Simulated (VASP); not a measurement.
## N: relaxation of cell and atoms with LDA

Crystal: N.

```xyz
8
Lattice="5.5605 0.0000 0.0000 0.0000 5.5605 0.0000 0.0000 0.0000 5.5605" Properties=species:S:1:pos:R:3 pbc="T T T"
N     0.3192    2.4611    3.0994
N     2.4611    3.0994    0.3192
N     3.0994    0.3192    2.4611
N     5.2414    5.2414    5.2414
N     5.2414    3.0994    2.4611
N     3.0994    2.4611    5.2414
N     2.4611    5.2414    3.0994
N     0.3192    0.3192    0.3192
```

- Program: VASP 6.6.1
- Task: relaxation of cell and atoms
- Functional: LDA
- Potentials or basis: VASP PAW LDA potentials, release 64 (N)
- Cutoff: 600 eV
- k mesh: 4 × 4 × 4
- Occupations: gaussian, width 0.02 eV
- Spin: no spin polarisation
- Ladder: gaps
- Further INCAR settings: ALGO = Fast; EDIFF = 1e-07; IBRION = 2; EDIFFG = -0.02; NSW = 40; ISIF = 3

The relaxed volume is 16.88 Å³/atom, the relaxed cell is a = 5.130 Å, b = 5.130 Å, c = 5.130 Å, α = 90.00°, β = 90.00°, γ = 90.00° and the space group after relaxing (to 0.05 Å) is Pa-3 (No. 205). The energy gained by relaxing is 13.0 meV/atom, the ionic steps are 14 and the pressure after relaxing is 0.1 GPa. The largest force after relaxing is 0.009 eV/Å. The band gap on the k mesh is 6.59 eV, indirect (least direct gap 6.67 eV).

Forces on the atoms (eV/Å):
```
N   -0.005  0.005 -0.005
N    0.005 -0.005 -0.005
N   -0.005 -0.005  0.005
N    0.005  0.005  0.005
N    0.005 -0.005  0.005
N   -0.005  0.005  0.005
N    0.005  0.005 -0.005
N   -0.005 -0.005 -0.005
```

The path:
| step | energy change (eV) | largest force (eV/Å) | pressure (GPa) | volume (Å³) |
| --- | --- | --- | --- | --- |
| 1 | 0.0000 | 0.3901 | -1.21 | 171.93 |
| 2 | 0.6261 | 7.8577 | 9.89 | 167.92 |
| 3 | -0.0032 | 0.0572 | -0.60 | 171.65 |
| 4 | -0.0032 | 0.0867 | -0.56 | 171.63 |
| 5 | -0.0108 | 0.0779 | -0.56 | 169.82 |
| 6 | -0.0329 | 0.0716 | -0.55 | 164.47 |
| 7 | -0.0719 | 0.1337 | -0.34 | 154.12 |
| 8 | -0.0994 | 0.5599 | 1.13 | 134.73 |
| 9 | -0.1013 | 0.3550 | 0.82 | 134.27 |
| 10 | -0.1020 | 0.1066 | 0.42 | 133.70 |
| 11 | -0.1020 | 0.1281 | 0.46 | 133.75 |
| 12 | -0.1022 | 0.1151 | 0.42 | 133.88 |
| 13 | -0.1028 | 0.0734 | 0.32 | 134.26 |
| 14 | -0.1037 | 0.0089 | 0.13 | 135.03 |

Final structure:
```
N
1.0
     5.13030    0.00000    0.00000
     0.00000    5.13030    0.00000
     0.00000    0.00000    5.13030
N
8
Direct
  0.06204 0.43796 0.56204
  0.43796 0.56204 0.06204
  0.56204 0.06204 0.43796
  0.93796 0.93796 0.93796
  0.93796 0.56204 0.43796
  0.56204 0.43796 0.93796
  0.43796 0.93796 0.56204
  0.06204 0.06204 0.06204
```

Levels at points of the mesh, in eV from the valence-band top:
| k point | band 17 | band 18 | band 19 | band 20 | band 21 | band 22 | band 23 | band 24 |
| --- | --- | --- | --- | --- | --- | --- | --- | --- |
| (0.00, 0.00, 0.00) | -1.44 | -0.08 | -0.08 | -0.08 | 6.59 | 6.59 | 6.59 | 7.96 |
| (0.50, 0.00, 0.00) | -0.39 | -0.39 | 0.00 | 0.00 | 7.05 | 7.05 | 7.59 | 7.59 |
| (0.50, 0.50, 0.00) | -0.23 | -0.23 | -0.23 | -0.23 | 7.60 | 7.60 | 7.60 | 7.60 |
| (0.50, 0.50, 0.50) | -0.46 | -0.46 | -0.46 | -0.46 | 7.61 | 7.61 | 7.61 | 7.61 |

Run time: 2.2 min on 4 MPI ranks on Intel(R) Xeon(R) Platinum 8488C (Sapphire Rapids), on a shared host, peak memory 0.26 GiB a rank.

Caveat: the standard files for N, O and F lose accuracy on very short bonds; the volume moved by over 15 % at a fixed basis, so the end points are rough. A k mesh can miss the band edges.
